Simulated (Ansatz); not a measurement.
# Pt (P6_3/mmc) in Ansatz: further runs

Runs on Pt. Level: PBEsol. Tasks: single point, equation of state.

Everything below comes from runs of Ansatz 0.2.0. Logs are shortened: lines on timing, memory, paths and dates and some standing lists are left out, and cuts for length are marked.

## (1) Starting point

It takes space group P6_3/mmc (No. 194, hexagonal). The conventional cell has a = 2.761 Å, b = 2.761 Å, c = 4.792 Å, α = 90.00°, β = 90.00°, γ = 120.00°. Pt (site symmetry -6m2) is surrounded by 12 Pt at 2.76 to 2.88 Å.

This isn't the form of Pt at room conditions, which is fcc.

## (2) Single point, PBEsol, 14.87 Å³/atom (volume scaled by 0.94)

The input, input.yaml:

```yaml
crystal:
  lattice:
    - [2.704309688, 0.0, 0.0]
    - [-1.352154844, 2.3420008895, 0.0]
    - [0.0, 0.0, 4.6943078975]
  atoms:
    - { symbol: Pt, position: [0.3333333333, 0.6666666667, 0.25] }
    - { symbol: Pt, position: [0.6666666667, 0.3333333333, 0.75] }
kpoints:
  mp_grid: { grid: [11, 11, 6] }
scf:
  occupations: { method: fermi_dirac, width: 0.05 }
hamiltonian:
  xc: pbesol
  pseudopotentials: { kind: all_electron, lapw: { basis_error: 0.001 } }
output:
  forces: true
  stress: true
  eigenvalues: true
```

Potentials or basis: all-electron LAPW, scalar-relativistic.

The run is started by

```sh
> ansatz run input.yaml --threads 1 --pin off --max-ram 3072MiB --backend cpu --events-out ev --progress --plain --runs-dir out
```

Log:

```text
Warning: RAYON_NUM_THREADS=1 ignored (pool sized by the plan → 1); use --threads N
LAPW: plane waves up to 8.674 Å⁻¹, error target 1.0e-3 eV per atom; small_component_spin mean_spin; Pt in spheres of 1.352 Å, 42 of its electrons in bands, Dirac shells [] (how accurate: hamiltonian.pseudopotentials.lapw.basis_error, Limitations)
Engine: ansatz 0.2.0, x86_64-unknown-linux-gnu
Pseudopotentials: kind: all_electron
Pseudopotential: Pt, LAPW, valence charge 42, lapw/all_electron/scalar/gaussian/Pt, Koelling and Harmon's equation, gaussian nucleus
Functional definition: PBEsol
  exchange = pbesol_x
  correlation = pbesol_c
Crystal: 2 atoms, lattice volume = 29.731 Å³
Basis set: ecut = 286.68739511798617 eV, 337 PW (Γ), exchange–correlation at level 2
Bands: 51, of which v1, the nominal top of the filled ones, is band 42 counted from 1 (41 counted from 0)
Symmetry: 24 space group operations
Space group: P63/mmc (ITA 194), of the structure as read, at distance tolerance 3.1e-5 Å
k-points: 64 of 726
Non-local potential: Pt, projectors of the file, none
Initial density: superposition of atomic densities (chi_scale 0.1, normalization cell)
Initial wavefunctions: plane waves of lowest kinetic energy (no species holds an atomic orbital)
Functional: x = pbesol(κ = 0.804, μ = 0.12345679012345678), c = pbesol(β = 0.046)
iter 1 solved again at ethr=2.67e-4 eV; its pass at ethr=1.00e-1 eV (dr2=2.24e-1 eV) is discarded
SCF iter   1: F=—  HF=-1001636.937042 eV  |F-HF|=—  |Δ(HF+E_count)|=         —  Δρ=3.71e-2  dr2=2.24e-1  ethr=2.67e-4  ⟨swp⟩=3.0  Hψ=20254  notcnv=0
preconditioner: auto → Kerker (q_TF=auto, 3.244 Å⁻¹)  [metal: Δε(μ)=0.011 eV  Ē_g=15.038 eV  σ=0.050 eV  W_gap=0.06  n_scr=22 (ndim 8)  ℏωp=30.5 eV  f_vac=0.005  D(μ)=4.46/eV (n_scr^D=66)]
iter 2 solved again at ethr=2.51e-5 eV; its pass at ethr=2.67e-4 eV (dr2=2.11e-2 eV) is discarded
SCF iter   2: F=—  HF=-1001636.209846 eV  |F-HF|=—  |Δ(HF+E_count)|=   7.27e-1  Δρ=9.67e-3  dr2=2.11e-2  ethr=2.51e-5  ⟨swp⟩=2.0  Hψ=16760  notcnv=0
SCF iter   3: F=—  HF=-1001636.169895 eV  |F-HF|=—  |Δ(HF+E_count)|=         —  Δρ=9.24e-3  dr2=1.98e-2  ethr=2.51e-5  ⟨swp⟩=2.0  Hψ=9523  notcnv=0
the basis was enlarged: its passes take 632.9 KiB over the memory plan, 1 of 1 planned eigensolver slots
SCF iter   4: F=—  HF=-1001636.165514 eV  |F-HF|=—  |Δ(HF+E_count)|=   4.38e-3  Δρ=5.72e-3  dr2=8.75e-3  ethr=2.36e-5  ⟨swp⟩=2.0  Hψ=8965  notcnv=0
SCF iter   5: F=—  HF=-1001636.164556 eV  |F-HF|=—  |Δ(HF+E_count)|=   9.59e-4  Δρ=2.37e-3  dr2=1.78e-3  ethr=1.04e-5  ⟨swp⟩=2.0  Hψ=9430  notcnv=0
SCF iter   6: F=—  HF=-1001636.164702 eV  |F-HF|=—  |Δ(HF+E_count)|=   1.46e-4  Δρ=4.16e-4  dr2=5.35e-5  ethr=2.12e-6  ⟨swp⟩=2.0  Hψ=9523  notcnv=0
SCF iter   7: F=—  HF=-1001636.164689 eV  |F-HF|=—  |Δ(HF+E_count)|=   1.29e-5  Δρ=1.69e-4  dr2=5.64e-6  ethr=6.37e-8  ⟨swp⟩=2.0  Hψ=9523  notcnv=0
SCF iter   8: F=—  HF=-1001636.164688 eV  |F-HF|=—  |Δ(HF+E_count)|=   8.29e-7  Δρ=3.64e-5  dr2=3.30e-7  ethr=6.71e-9  ⟨swp⟩=2.0  Hψ=9523  notcnv=0
SCF iter   9: F=-1001636.164688 eV  HF=-1001636.164688 eV  |F-HF|=8.85e-9  |Δ(HF+E_count)|=   5.37e-8  Δρ=9.58e-6  dr2=2.52e-8  ethr=3.93e-10  ⟨swp⟩=2.0  Hψ=9523  notcnv=0
SCF 1 converged in 9 iterations: F = -1001636.164688 eV  dr2 = 2.52e-8
SCF converged after 9 iterations
Free energy (F): -1001636.164688 eV
Harris-Foulkes:  -1001636.164688 eV  (|F-HF|=8.85e-9)
Internal energy: -1001636.131660 eV  (E = F + TS)
E sigma→0 (E₀):  -1001636.148174 eV
Entropy (-TS):   -0.033028 eV (-16.514 meV/atom)
Fermi energy:    29.215014 eV
--- Per-component energies (eV) ---
  E_band       = -6586.426438
  E_kinetic    = 1137358.976803
  E_xc         = -19107.765043
  E_electrostatic = -2119887.343420  (all electrons and nuclei)
  E_smearing   = -0.033028  (= −TS)
  E_closure    = 0.000000  (closes the sum)
  E_atoms      = -1001622.363496  (free atoms, spherical and without spin; not in F)
  Σ components = -1001636.164688   (vs F -1001636.164688, Δ=0.00e0)
  Basis errors (estimates in eV, not in F): energy 2.5e-4 per atom: plane waves 2.1e-4 (1.1e-4 summed), levels above the bands 3.0e-167, relativity 7.1e-8, radial functions 3.9e-5, core shells 2.3e-7; eigenvalues (radial functions only) 3.3e-6; not estimated: angular momenta, meshes, grids; target (lapw.basis_error) 1.0e-3; muffin-tin radii Pt 1.352 Å
--- Forces (eV/Å), atoms counted from 1 ---
  atom   1  Pt     0.00000000     0.00000000     0.00000000
  atom   2  Pt     0.00000000    -0.00000000     0.00000000
  max |Σ_I F_I| component: 0.00e0 eV/Å
--- Stress (GPa, compression-positive) ---
        7.026817      -0.000000       0.000000
        0.000000       7.026817       0.000000
        0.000000       0.000000       3.115861
  P = ⅓ Tr σ = 5.7232 GPa (57.232 kbar)
--- Band table (eV; the first three rows and the last of 64) ---
  k-point 0: bands = ["-273.9307", "-273.9307", "-273.9307", "-273.9307", "-273.8742", "-273.8742", "-273.8482", "-273.8482", "-273.8482", "-273.8482", "-69.3516", "-69.3255", "-37.8981", "-37.8980", "-37.8928", "-37.8927", "-37.8168", "-37.8153", "-37.8135", "-37.8135", "-37.8133", "-37.8133", "-37.8089", "-37.8089", "-37.8072", "-37.8072", "-23.6572", "-23.3619", "-23.3619", "-23.3119", "-23.3119", "-23.2398", "18.7719", "21.4914", "24.8374", "25.4358", "25.4358", "25.8446", "25.8446", "27.2197", "27.2197", "28.1308", "28.9758", "28.9758", "34.2666", "44.1322", "44.7842", "46.3963", "50.8079", "50.8079", "51.7101"]
  k-point 1: bands = ["-273.9307", "-273.9307", "-273.9307", "-273.9307", "-273.8742", "-273.8742", "-273.8482", "-273.8482", "-273.8482", "-273.8482", "-69.3498", "-69.3273", "-37.8981", "-37.8980", "-37.8928", "-37.8927", "-37.8167", "-37.8154", "-37.8135", "-37.8135", "-37.8134", "-37.8134", "-37.8087", "-37.8087", "-37.8073", "-37.8073", "-23.6298", "-23.3586", "-23.3586", "-23.3153", "-23.3153", "-23.2683", "19.0221", "21.4584", "24.7735", "25.4017", "25.4017", "25.7701", "25.7701", "27.1486", "27.4078", "27.4078", "28.9224", "28.9224", "35.6950", "43.4895", "45.5802", "45.8935", "49.7908", "49.7908", "53.0767"]
  k-point 2: bands = ["-273.9307", "-273.9307", "-273.9307", "-273.9307", "-273.8742", "-273.8742", "-273.8482", "-273.8482", "-273.8482", "-273.8482", "-69.3451", "-69.3320", "-37.8981", "-37.8981", "-37.8928", "-37.8927", "-37.8164", "-37.8157", "-37.8136", "-37.8136", "-37.8135", "-37.8135", "-37.8083", "-37.8083", "-37.8075", "-37.8075", "-23.5546", "-23.3495", "-23.3495", "-23.3460", "-23.3245", "-23.3245", "19.7102", "21.2382", "24.6688", "25.3760", "25.3760", "25.6009", "25.6009", "25.6427", "27.8520", "27.8520", "28.7236", "28.7236", "38.5760", "42.8988", "45.0214", "45.5634", "49.3223", "49.3223", "51.1377"]
  k-point 63: bands = ["-273.9307", "-273.9307", "-273.9307", "-273.9307", "-273.8742", "-273.8742", "-273.8482", "-273.8482", "-273.8482", "-273.8482", "-69.3028", "-69.3028", "-37.8977", "-37.8977", "-37.8949", "-37.8949", "-37.8148", "-37.8148", "-37.8128", "-37.8128", "-37.8125", "-37.8125", "-37.8098", "-37.8098", "-37.8093", "-37.8093", "-23.7366", "-23.7366", "-23.6349", "-23.6349", "-23.3436", "-23.3436", "23.4002", "23.4002", "24.2835", "24.2835", "25.1921", "25.1921", "26.6777", "26.6777", "29.0548", "29.0548", "35.2615", "35.2615", "36.2885", "36.2885", "39.1621", "39.1621", "46.5135", "46.5135", "49.4508"]
```

Run time: 45 s. Hardware: 1 thread of Intel Xeon at 2.70GHz, shared host; peak memory 0.46 GiB.

Results:

- Free energy: -1001636.1647 eV
- Pressure: 5.7 GPa
- Band gap on the k mesh: none (metal or under the smearing width)

## (3) Single point, PBEsol, 15.18 Å³/atom (volume scaled by 0.96)

input.yaml, as its differences from that of step 2:

```diff
@@ -2,5 +2,5 @@
   lattice:
-    - [2.704309688, 0.0, 0.0]
-    - [-1.352154844, 2.3420008895, 0.0]
-    - [0.0, 0.0, 4.6943078975]
+    - [2.7233547499, 0.0, 0.0]
+    - [-1.361677375, 2.3584943969, 0.0]
+    - [0.0, 0.0, 4.727367493]
   atoms:
```

Potentials or basis: all-electron LAPW, scalar-relativistic.

The run is started by

```sh
> ansatz run input.yaml --threads 1 --pin off --max-ram 3072MiB --backend cpu --events-out ev --progress --plain --runs-dir out
```

It took 45 s on 1 thread of Intel Xeon at 2.70GHz, shared host; peak memory 0.46 GiB.

The run converged. Its results:

```
Free energy            : -1001636.1747 eV
Pressure               : -0.5 GPa
Band gap on the k mesh : none (metal or under the smearing width)
```

## (4) Single point, PBEsol, 15.50 Å³/atom (volume scaled by 0.98)

input.yaml, as its differences from that of step 3:

```diff
@@ -2,5 +2,5 @@
   lattice:
-    - [2.7233547499, 0.0, 0.0]
-    - [-1.361677375, 2.3584943969, 0.0]
-    - [0.0, 0.0, 4.727367493]
+    - [2.7421371004, 0.0, 0.0]
+    - [-1.3710685502, 2.3747603895, 0.0]
+    - [0.0, 0.0, 4.7599710578]
   atoms:
```

The run is started by

```sh
> ansatz run input.yaml --threads 1 --pin off --max-ram 3072MiB --backend cpu --events-out ev --progress --plain --runs-dir out
```

It took 37 s on 1 thread of Intel Xeon at 2.70GHz, shared host; peak memory 0.46 GiB.

It converged, with:

```
Free energy            : -1001636.1618 eV
Pressure               : -5.9 GPa
Band gap on the k mesh : none (metal or under the smearing width)
```

## (5) Single point, PBEsol, 15.81 Å³/atom

input.yaml, as its differences from that of step 4:

```diff
@@ -2,5 +2,5 @@
   lattice:
-    - [2.7421371004, 0.0, 0.0]
-    - [-1.3710685502, 2.3747603895, 0.0]
-    - [0.0, 0.0, 4.7599710578]
+    - [2.7606656158, 0.0, 0.0]
+    - [-1.3803328079, 2.3908065546, 0.0]
+    - [0.0, 0.0, 4.792134]
   atoms:
```

The run is started by

```sh
> ansatz run input.yaml --threads 1 --pin off --max-ram 3072MiB --backend cpu --events-out ev --progress --plain --runs-dir out
```

Run time: 40 s. Hardware: 1 thread of Intel Xeon at 2.70GHz, shared host; peak memory 0.46 GiB.

The run converged. Its results:

```
Free energy            : -1001636.1289 eV
Pressure               : -10.7 GPa
Band gap on the k mesh : none (metal or under the smearing width)
```

## (6) Single point, PBEsol, 16.13 Å³/atom (volume scaled by 1.02)

input.yaml, as its differences from that of step 5:

```diff
@@ -2,5 +2,5 @@
   lattice:
-    - [2.7606656158, 0.0, 0.0]
-    - [-1.3803328079, 2.3908065546, 0.0]
-    - [0.0, 0.0, 4.792134]
+    - [2.7789487024, 0.0, 0.0]
+    - [-1.3894743512, 2.406640172, 0.0]
+    - [0.0, 0.0, 4.8238709117]
   atoms:
```

Potentials or basis: all-electron LAPW, scalar-relativistic.

The run is started by

```sh
> ansatz run input.yaml --threads 1 --pin off --max-ram 3072MiB --backend cpu --events-out ev --progress --plain --runs-dir out
```

It took 41 s on 1 thread of Intel Xeon at 2.70GHz, shared host; peak memory 0.46 GiB.

It converged, with:

| Item | Value |
| --- | --- |
| Free energy | -1001636.0784 eV |
| Pressure | -14.8 GPa |
| Band gap on the k mesh | none (metal or under the smearing width) |

## (7) Single point, PBEsol, 16.45 Å³/atom (volume scaled by 1.04)

input.yaml, as its differences from that of step 6:

```diff
@@ -2,5 +2,5 @@
   lattice:
-    - [2.7789487024, 0.0, 0.0]
-    - [-1.3894743512, 2.406640172, 0.0]
-    - [0.0, 0.0, 4.8238709117]
+    - [2.7969943295, 0.0, 0.0]
+    - [-1.3984971647, 2.4222681435, 0.0]
+    - [0.0, 0.0, 4.8551956265]
   atoms:
```

The run is started by

```sh
> ansatz run input.yaml --threads 1 --pin off --max-ram 3072MiB --backend cpu --events-out ev --progress --plain --runs-dir out
```

It took 43 s on 1 thread of Intel Xeon at 2.70GHz, shared host; peak memory 0.46 GiB.

The run converged. Its results:

| Quantity | Value |
| --- | --- |
| Free energy | -1001636.0126 eV |
| Pressure | -18.4 GPa |
| Band gap on the k mesh | none (metal or under the smearing width) |

## (8) Single point, PBEsol, 16.76 Å³/atom (volume scaled by 1.06)

input.yaml, as its differences from that of step 7:

```diff
@@ -2,5 +2,5 @@
   lattice:
-    - [2.7969943295, 0.0, 0.0]
-    - [-1.3984971647, 2.4222681435, 0.0]
-    - [0.0, 0.0, 4.8551956265]
+    - [2.8148100603, 0.0, 0.0]
+    - [-1.4074050301, 2.437697019, 0.0]
+    - [0.0, 0.0, 4.8861212732]
   atoms:
```

The run is started by

```sh
> ansatz run input.yaml --threads 1 --pin off --max-ram 3072MiB --backend cpu --events-out ev --progress --plain --runs-dir out
```

Run time: 45 s. Hardware: 1 thread of Intel Xeon at 2.70GHz, shared host; peak memory 0.46 GiB.

It converged, with:

| Item | Value |
| --- | --- |
| Free energy | -1001635.9334 eV |
| Pressure | -21.6 GPa |
| Band gap on the k mesh | none (metal or under the smearing width) |

## (9) Equation of state, PBEsol

Potentials or basis: all-electron LAPW, scalar-relativistic.

This step only gathers the single runs of the series.

Results:

* Equilibrium volume: 15.16 Å³/atom
* Bulk modulus at fixed shape and positions: 281 GPa
* Pressure derivative of the bulk modulus: 5.4

Energy against volume, from the lowest point:
| volume (Å³/atom) | energy (meV/atom) |
| --- | --- |
| 14.866 | 5.03 |
| 15.182 | 0.00 |
| 15.498 | 6.45 |
| 15.815 | 22.93 |
| 16.131 | 48.19 |
| 16.447 | 81.09 |
| 16.763 | 120.66 |

Caveat: the cell was scaled at fixed shape and fractional positions, which overstates the stiffness of a crystal with free parameters, most of all of layers and chains. The run has no spin-orbit coupling, so splittings on Pt are missing.
